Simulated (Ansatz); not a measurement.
CdF₂ on the sites of the fluorite structure (relaxed group Fm-3m), relaxed with r2SCAN in the plane-wave code Ansatz: it is cubic, Fm-3m (No. 225); a = 5.388 Å in the conventional setting, 13.04 Å³ an atom. Cd is surrounded by 8 F at 2.33 Å; F is surrounded by 4 Cd at 2.33 Å. The primitive cell holds 3 atoms in 39.11 Å³. Note: simulated data, non-magnetic, for a generated structure that need not be the stable one.

Computed values: HSE06 (6×6×6) gives a least gap of 5.21 eV and a least direct gap of 5.79 eV. In PBE's bands the lowest conduction level rises by 0.132 eV from Γ to the point 0.1166 1/Å along Γ–X; the direct gap at Γ is 3.60 eV. PBEsol's static dielectric constant, on its own cell, is 8.8. r2SCAN's ε∞ is 2.65.

Q: What is the density?

A: The cell holds 1 Cd, 2 F: M = 1×112.414 + 2×18.998 = 150.41 u in V = 39.11 Å³. ρ = 1.66054 × M/V = 1.66054 × 150.41/39.11 = 6.386 g/cm³, for the static r2SCAN lattice.

Q: At what wavelength does absorption set in by HSE06, excitons left aside?

A: λ = 1239.84 eV nm/E: 238 nm for the least gap, where it needs phonons and is weak, and 214 nm for direct transitions. That lies in the ultraviolet, so by this gap the crystal is transparent to visible light.

Q: Estimate the electron mass at Γ from the rise of PBE's conduction level.

A: A parabola gives m*/mₑ = (ħ²/2mₑ) k²/ΔE = 3.810 × 0.1166²/0.132 = 0.392. The band flattens away from Γ; with E(1 + E/E_g) = ħ²k²/2m* the mass at the edge is 0.392/(1 + 0.132/3.60) = 0.379 (1/E_g is only a rough value for the bending). It is PBE's mass, and a gap that is too small makes it too light.

Q: With that mass, what binding energy and radius does a hydrogenic donor have?

A: E_D = 13.606 eV × m*/ε⁰² = 13.606 × 0.379/8.8² = 67 meV; a_D = 0.529 Å × ε⁰/m* = 12 Å. That is only a cell or two, so the model fails here and the numbers are a rough scale.

Q: What refractive index and reflectivity at normal incidence follow, below the gap and above the phonons?

A: n = √2.65 = 1.628; R = ((n − 1)/(n + 1))² = (0.628/2.628)² = 5.7 % a face.

Q: As a gate dielectric 3 nm thick, what equivalent oxide thickness and capacitance would it have, with 3.9 for amorphous SiO₂?

A: EOT = t × 3.9/κ = 3 × 3.9/8.8 = 1.33 nm; C/A = ε₀κ/t = 8.854 × 8.8/3 = 26.0 fF/µm². This takes the ideal crystal's mean κ, without interface layers.

Spin-orbit coupling is left out.

The meshes of the hybrids are coarse, so their gaps aren't converged to the digits shown.
